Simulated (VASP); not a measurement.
# Al (P6/mmm) in VASP: notebook

Runs on Al. Level: PBE. Tasks: single point, relaxation of cell and atoms.

All numbers are computed with VASP 6.6.1; they aren't measurements. Logs are shortened: lines on timing, memory, paths and dates and some standing lists are left out, and cuts for length are marked.

## Step 1: The undisturbed crystal

Symmetry: P6/mmm, No. 191, hexagonal system. Conventional cell: a = 4.547 Å, b = 4.547 Å, c = 2.754 Å, α = 90.00°, β = 90.00°, γ = 120.00°. Around Al (site symmetry -6m2) lie 5 Al at 2.63 to 2.75 Å.

The cell was built by a generator and needn't be a form met in nature.

## Step 2: Single point, PBE (random cell by space group and Wyckoff sites (P6/mmm, No. 191))

The input, INCAR:

```
SYSTEM = Al
PREC = Accurate ; ENCUT = 520
EDIFF = 1E-7 ; ISMEAR = 0
SIGMA = 0.1 ; LREAL = .FALSE.
LASPH = .TRUE. ; NELM = 100
ALGO = Fast ; ISIF = 2
LWAVE = .FALSE. ; LCHARG = .FALSE.
GGA = PE ; NBANDS = 10
```

The input, KPOINTS:

```
Automatic mesh
0
G
  15 15 20
  0 0 0
```

The input, POSCAR:

```
Al
1.0
    4.5467311772      0.0000000000      0.0000000000
   -2.2733655886      3.9375847036      0.0000000000
    0.0000000000      0.0000000000      2.7539328018
Al
2
Direct
    0.3333333333      0.6666666667      0.5000000000
    0.6666666667      0.3333333333      0.5000000000
```

Potentials or basis: VASP PAW PBE potentials, release 64 (Al).

Started as:

```sh
cat potpaw_PBE.64/Al/POTCAR > POTCAR
mpirun -np 1 vasp_std > vasp.out
```

OUTCAR:

```text
SYSTEM = Al
   PREC = Accurate
   ENCUT = 520
   EDIFF = 1E-7
   ISMEAR = 0
   LREAL = .FALSE.
   LASPH = .TRUE.
   NELM = 100
   ISIF = 2
   GGA = PE

 ion  position               nearest neighbor table
   1  0.333  0.667  0.500-   2 2.63   2 2.63   2 2.63
   2  0.667  0.333  0.500-   1 2.63   1 2.63   1 2.63

  LATTYP: Found a hexagonal cell.
 ALAT       =     4.5467311772
 C/A-ratio  =     0.6056951015

  Lattice vectors:

 A1 = (   4.5467311772,   0.0000000000,   0.0000000000)
 A2 = (  -2.2733655886,   3.9375847036,   0.0000000000)
 A3 = (   0.0000000000,   0.0000000000,   2.7539328018)

Analysis of symmetry for initial positions (statically):
=====================================================================
 Subroutine PRICEL returns:
 Original cell was already a primitive cell.

 Routine SETGRP: Setting up the symmetry group for a
 hexagonal supercell.

 Subroutine GETGRP returns: Found 24 space group operations
 (whereof 24 operations were pure point group operations)
 out of a pool of 24 trial point group operations.

The static configuration has the point symmetry D_6h.

Analysis of symmetry for dynamics (positions and initial velocities):
=====================================================================
 Subroutine PRICEL returns:
 Original cell was already a primitive cell.

 Routine SETGRP: Setting up the symmetry group for a
 hexagonal supercell.

 Subroutine GETGRP returns: Found 24 space group operations
 (whereof 24 operations were pure point group operations)
 out of a pool of 24 trial point group operations.

The dynamic configuration has the point symmetry D_6h.

 Subroutine INISYM returns: Found 24 space group operations
 (whereof 24 operations are pure point group operations),
 and found     1 'primitive' translations

----------------------------------------------------------------------------------------

                                     Primitive cell

  volume of cell :      49.3040

  direct lattice vectors                    reciprocal lattice vectors
     4.546731177  0.000000000  0.000000000     0.219938228  0.126981395  0.000000000
    -2.273365589  3.937584704  0.000000000     0.000000000  0.253962791  0.000000000
     0.000000000  0.000000000  2.753932802     0.000000000  0.000000000  0.363117066

  length of vectors
     4.546731177  4.546731177  2.753932802     0.253962791  0.253962791  0.363117066

  position of ions in fractional coordinates (direct lattice)
     0.333333333  0.666666667  0.500000000
     0.666666667  0.333333333  0.500000000

  ion indices of the primitive-cell ions
   primitive index   ion index
                 1           1
                 2           2

----------------------------------------------------------------------------------------

 KPOINTS: Automatic mesh

Automatic generation of k-mesh.
 Grid dimensions read from file:
 generate k-points for:   15   15   20

 Generating k-lattice:

  Cartesian coordinates                     Fractional coordinates (reciprocal lattice)
     0.014662549  0.008465426  0.000000000     0.066666667  0.000000000  0.000000000
     0.000000000  0.016930853  0.000000000     0.000000000  0.066666667  0.000000000
     0.000000000  0.000000000  0.018155853     0.000000000  0.000000000  0.050000000

  Length of vectors
     0.016930853  0.016930853  0.018155853

  Shift w.r.t. Gamma in fractional coordinates (k-lattice)
     0.000000000  0.000000000  0.000000000

 Subroutine IBZKPT returns following result:
 ===========================================

 Found    297 irreducible k-points:

 Following reciprocal coordinates:
            Coordinates               Weight
  0.000000  0.000000  0.000000      1.000000
  0.066667  0.000000  0.000000      6.000000
  0.133333  0.000000  0.000000      6.000000
  0.200000  0.000000  0.000000      6.000000
  0.266667  0.000000  0.000000      6.000000
  0.333333 -0.000000  0.000000      6.000000
[... 16 lines left out ...]
  0.333333  0.200000  0.000000     12.000000
  0.400000  0.200000  0.000000      6.000000
 [... further k-points ...]
   k-points           NKPTS =    297   k-points in BZ     NKDIM =    297   number of bands    NBANDS=     10
   number of dos      NEDOS =    301   number of ions     NIONS =      2
   total plane-waves  NPLWV =  25920
   dimension x,y,z NGX =    36 NGY =   36 NGZ =   20
   dimension x,y,z NGXF=    72 NGYF=   72 NGZF=   40
   ions per type =               2
   NGX,Y,Z   is equivalent  to a cutoff of  13.16, 13.16, 12.07 a.u.
   NGXF,Y,Z  is equivalent  to a cutoff of  26.33, 26.33, 24.15 a.u.
 SYSTEM =  Al
   PREC   = accura    normal or accurate (medium, high low for compatibility)
   ISTART =      0    job   : 0-new  1-cont  2-samecut
   ICHARG =      2    charge: 1-file 2-atom 10-const
   ISPIN  =      1    spin polarized calculation?
   LNONCOLLINEAR =      F non collinear calculations
   LSORBIT =      F    spin-orbit coupling
   LASPH  =      T    aspherical Exc in radial PAW
   ENCUT  =  520.0 eV  38.22 Ry    6.18 a.u.   8.45  8.45  5.12*2*pi/ulx,y,z
   NELM   =    100;   NELMIN=  2; NELMDL= -5     # of ELM steps
   EDIFF  = 0.1E-06   stopping-criterion for ELM
   LREAL  =      F    real-space projection
   EDIFFG = 0.1E-05   stopping-criterion for IOM
   NSW    =      0    number of steps for IOM
   IBRION =     -1    ionic relax: 0-MD 1-quasi-New 2-CG
   NFREE  =      0    steps in history (QN), initial steepest desc. (CG)
   ISIF   =      2    stress and relaxation
   ISYM   =      2    0-nonsym 1-usesym 2-fastsym
   POTIM  = 0.5000    time-step for ionic-motion
   TEBEG  =    0.0;   TEEND  =   0.0 temperature during run
   PSTRESS=    0.0 pullay stress
   NELECT =       6.0000    total number of electrons
   NUPDOWN=      -1.0000    fix difference up-down
   EMIN   =  10.00;   EMAX   =-10.00  energy-range for DOS
   EFERMI =   0.00;   METHOD = LEGACY
   ISMEAR =     0;   SIGMA  =   0.10  broadening in eV -4-tet -1-fermi 0-gaus
   EFERMI_NEDOS =   21; number of points for ismear=-14 and -15
   IALGO  =     68    algorithm
   IMIX   =      4    mixing-type and parameters
     AMIX     =   0.40;   BMIX     =  1.00
     AMIX_MAG =   1.60;   BMIX_MAG =  1.00
  volume/ion in A,a.u.               =      24.65       166.36
  Fermi-wavevector in a.u.,A,eV,Ry     =   0.811268  1.533074  8.954755  0.658156
  Thomas-Fermi vector in A             =   1.920596
   LORBIT       =      0    0 simple, 1 ext, 2 COOP (PROOUT), +10 PAW based schemes
   GGA     = PE    functional components
   LHFCALC =     F    Hartree Fock is set to
   AEXX    =    0.0000 exact exchange contribution
   IVDW    =     0    specifies the selected vdW correction
   LEPSILON=     F    determine dielectric tensor
   LRPA    =     F    only Hartree local field effects (RPA)
 non-spin polarized calculation
 RMM-DIIS sequential band-by-band and
 Gauss-broadening in eV      SIGMA  =   0.10
  energy-cutoff  :      520.00
  volume of cell :       49.30
 maximum number of plane-waves:      1378
 NGX is ok and might be reduce to    36
   NGX = 17   NGY = 17   NGZ = 11

 number of electron       6.0000000 magnetization

 Free energy of the ion-electron system (eV)
  ---------------------------------------------------
  ext. energy  EPLUGINS =         0.00000000
  ---------------------------------------------------
  free energy    TOTEN  =        -6.50047016 eV

  energy without entropy =       -6.49653886  energy(sigma->0) =       -6.49850451

 E-fermi :   3.9633     XC(G=0):  -8.4722

 val. band max:        3.9526265227   @ k =   0.0667   0.0000   0.3000
 cond. band min:       3.9699414057   @ k =   0.2667   0.1333   0.5000
 fundamental gap:      0.0173148830
 Fermi energy:         3.9632921251

 k-point     1 :       0.0000    0.0000    0.0000
  band No.  band energies     occupation
      1      -4.8299      2.00000
      2       3.0937      2.00000
      3       3.0937      2.00000
      4       3.3996      2.00000
      5       6.1715      0.00000
      6       6.1715      0.00000
      7       9.4308      0.00000
      8      13.2367      0.00000
      9      13.8439      0.00000
     10      19.5257      0.00000

 k-point     2 :       0.0667    0.0000    0.0000
  band No.  band energies     occupation
      1      -4.7924      2.00000
      2       2.3734      2.00000
      3       3.0188      2.00000
      4       4.0622      0.16186
      5       6.1295      0.00000
      6       6.3245      0.00000
      7       9.6716      0.00000
      8      13.2677      0.00000
      9      13.8555      0.00000
     10      19.1100      0.00000

 k-point     3 :       0.1333    0.0000    0.0000
  band No.  band energies     occupation
      1      -4.6802      2.00000
      2       1.5244      2.00000
      3       2.8333      2.00000
      4       4.6059      0.00000
      5       6.2202      0.00000
      6       6.7442      0.00000
      7      10.3057      0.00000
      8      13.3600      0.00000
      9      13.8811      0.00000
     10      18.4646      0.00000

 k-point     4 :       0.2000    0.0000    0.0000
  band No.  band energies     occupation
      1      -4.4954      2.00000
      2       0.7006      2.00000
      3       2.6079      2.00000
      4       4.6761      0.00000
      5       6.7777      0.00000
      6       7.3595      0.00000
      7      11.1828      0.00000
      8      13.5118      0.00000
      9      13.8915      0.00000
     10      17.5303      0.00000

 k-point     5 :       0.2667    0.0000    0.0000
  band No.  band energies     occupation
      1      -4.2422      2.00000
      2      -0.0770      2.00000
      3       2.3935      2.00000
      4       4.5041      0.00000
      5       7.6334      0.00000
      6       8.1190      0.00000
      7      12.1574      0.00000
      8      13.7190      0.00000
      9      13.8497      0.00000
     10      16.1065      0.00000

 k-point     6 :       0.3333   -0.0000    0.0000
  band No.  band energies     occupation
      1      -3.9304      2.00000
      2      -0.7891      2.00000
      3       2.2177      2.00000
      4       4.3102      0.00000
      5       8.5932      0.00000
      6       8.9933      0.00000
      7      12.7975      0.00000
      8      13.9725      0.00000
      9      13.9903      0.00000
     10      14.7374      0.00000
[... 183 lines left out ...]
 k-point    21 :       0.2000    0.2000    0.0000
  band No.  band energies     occupation
      1      -3.8537      2.00000
      2      -0.7913      2.00000
      3       1.5050      2.00000
      4       6.1125      0.00000
      5       6.5135      0.00000
      6      10.2355      0.00000
      7      12.4356      0.00000
      8      13.6835      0.00000
      9      14.0362      0.00000
     10      15.6321      0.00000

 k-point    22 :       0.2667    0.2000    0.0000
  band No.  band energies     occupation
      1      -3.5212      2.00000
      2      -1.3222      2.00000
      3       1.2054      2.00000
      4       6.1314      0.00000
      5       7.2432      0.00000
      6      11.3306      0.00000
      7      11.5073      0.00000
      8      14.1773      0.00000
      9      14.3056      0.00000
     10      15.8159      0.00000

 k-point    23 :       0.3333    0.2000    0.0000
  band No.  band energies     occupation
      1      -3.1740      2.00000
      2      -1.7969      2.00000
      3       1.0253      2.00000
      4       6.0474      0.00000
      5       8.2192      0.00000
      6      10.4080      0.00000
      7      12.4061      0.00000
      8      14.1470      0.00000
      9      14.5830      0.00000
     10      15.7507      0.00000

 k-point    24 :       0.4000    0.2000    0.0000
  band No.  band energies     occupation
      1      -2.9767      2.00000
      2      -2.0382      2.00000
      3       0.9656      2.00000
      4       6.0164      0.00000
      5       9.1379      0.00000
      6       9.4427      0.00000
      7      13.2628      0.00000
      8      13.5780      0.00000
      9      14.7364      0.00000
     10      15.5514      0.00000

 [... further k-points ...]

------------------------ aborting loop because EDIFF is reached ----------------------------------------

  FORCE on cell =-STRESS in cart. coord.  units (eV):
  Direction    XX          YY          ZZ          XY          YZ          ZX
  --------------------------------------------------------------------------------------
  -------------------------------------------------------------------------------------
  Total       -0.0106689     -0.0106689     -0.0047113      0.0000000      0.0000000      0.0000000
  in kB       -0.3466967     -0.3466967     -0.1530991      0.0000000      0.0000000      0.0000000
  external PRESSURE =      -0.2821642 kB  Pullay stress =       0.0000000 kB

 VOLUME and BASIS-vectors are now :
 -----------------------------------------------------------------------------
  energy-cutoff  :      520.00
  volume of cell :       49.30
      direct lattice vectors                 reciprocal lattice vectors
     4.546731177  0.000000000  0.000000000     0.219938228  0.126981395  0.000000000
    -2.273365589  3.937584704  0.000000000     0.000000000  0.253962791  0.000000000
     0.000000000  0.000000000  2.753932802     0.000000000  0.000000000  0.363117066

 POSITION                                       TOTAL-FORCE (eV/Angst)
 -----------------------------------------------------------------------------------
     -0.00000      2.62506      1.37697         0.000000      0.000000      0.000000
      2.27337      1.31253      1.37697        -0.000000     -0.000000     -0.000000
 -----------------------------------------------------------------------------------
    total drift:                                0.000000      0.000000     -0.000000

  FREE ENERGIE OF THE ION-ELECTRON SYSTEM (eV)
  ---------------------------------------------------
  free  energy   TOTEN  =        -6.5004701593 eV

  energy  without entropy=       -6.4965388631  energy(sigma->0) =       -6.49850451
```

It took 72 s on 1 thread of Intel Xeon Platinum 8488C (Sapphire Rapids), shared host; peak memory 0.24 GiB.

Results:

```yaml
Free_energy: -6.5005 eV
Pressure: 0.0 GPa
Band_gap_on_the_k_mesh: none (metal or under the smearing width)
```

Levels at points of the mesh, in eV from the Fermi level:
| k point | band 1 | band 2 | band 3 | band 4 | band 5 | band 6 | band 7 | band 8 |
| --- | --- | --- | --- | --- | --- | --- | --- | --- |
| (0.00, 0.00, 0.00) | -8.79 | -0.87 | -0.87 | -0.56 | 2.21 | 2.21 | 5.47 | 9.27 |
| (0.00, 0.00, 0.50) | -4.48 | -3.55 | 2.35 | 2.35 | 2.67 | 5.37 | 5.37 | 5.66 |

## Step 3: Relaxation of cell and atoms, PBE (random cell by space group and Wyckoff sites (P6/mmm, No. 191))

The input, INCAR:

```
SYSTEM = Al
PREC = Accurate
ENCUT = 600
EDIFF = 1E-7
ISMEAR = 0
SIGMA = 0.1
LREAL = .FALSE.
LASPH = .TRUE.
NELM = 60
ALGO = Fast
ISIF = 3
LWAVE = .FALSE.
LCHARG = .FALSE.
GGA = PE
IBRION = 2
NSW = 100
EDIFFG = -0.01
```

The input, KPOINTS:

```
regular mesh
0
G
  15 15 20
  0 0 0
```

The input, POSCAR:

```
Al
1.0
    4.5491700249      0.0000000000      0.0000000000
   -2.2745850125      3.9396968077      0.0000000000
    0.0000000000      0.0000000000      2.7527316248
Al
2
Direct
    0.3333333333      0.6666666667      0.5000000000
    0.6666666667      0.3333333333      0.5000000000
```

Potentials or basis: VASP PAW PBE potentials, release 64 (Al).

Started as:

```sh
cat potpaw_PBE.64/Al/POTCAR > POTCAR
mpirun -np 1 vasp_std > vasp.out
```

It took 89 s on 1 thread of Intel Xeon Platinum 8488C (Sapphire Rapids), shared host; peak memory 0.25 GiB.

It converged, with:

* Free energy: -6.5005 eV
* Relaxed volume: 24.64 Å³/atom
* Relaxed cell: a = 4.546 Å, b = 4.546 Å, c = 2.754 Å, α = 90.00°, β = 90.00°, γ = 120.00°
* Space group after relaxing (to 0.05 Å): P6/mmm (No. 191)
* Energy gained by relaxing: 0.0 meV/atom
* Ionic steps: 2
* Pressure after relaxing: 0.0 GPa
* Band gap on the k mesh: none (metal or under the smearing width)

Final structure:
```cif
data_structure
_symmetry_space_group_name_H-M 'P 1'
_symmetry_Int_Tables_number 1
_cell_length_a 4.5456
_cell_length_b 4.5456
_cell_length_c 2.7536
_cell_angle_alpha 90.000
_cell_angle_beta 90.000
_cell_angle_gamma 120.000
_cell_volume 49.27
loop_
_atom_site_label
_atom_site_type_symbol
_atom_site_fract_x
_atom_site_fract_y
_atom_site_fract_z
_atom_site_occupancy
Al1 Al 0.33333 0.66667 0.50000 1
Al2 Al 0.66667 0.33333 0.50000 1
```

Levels at points of the mesh, in eV from the Fermi level:
```
           k point  band 1  band 2  band 3  band 4  band 5  band 6  band 7
(0.00, 0.00, 0.00)   -8.80   -0.87   -0.87   -0.56    2.21    2.21    5.47
(0.00, 0.00, 0.50)   -4.48   -3.55    2.35    2.35    2.67    5.37    5.37
```
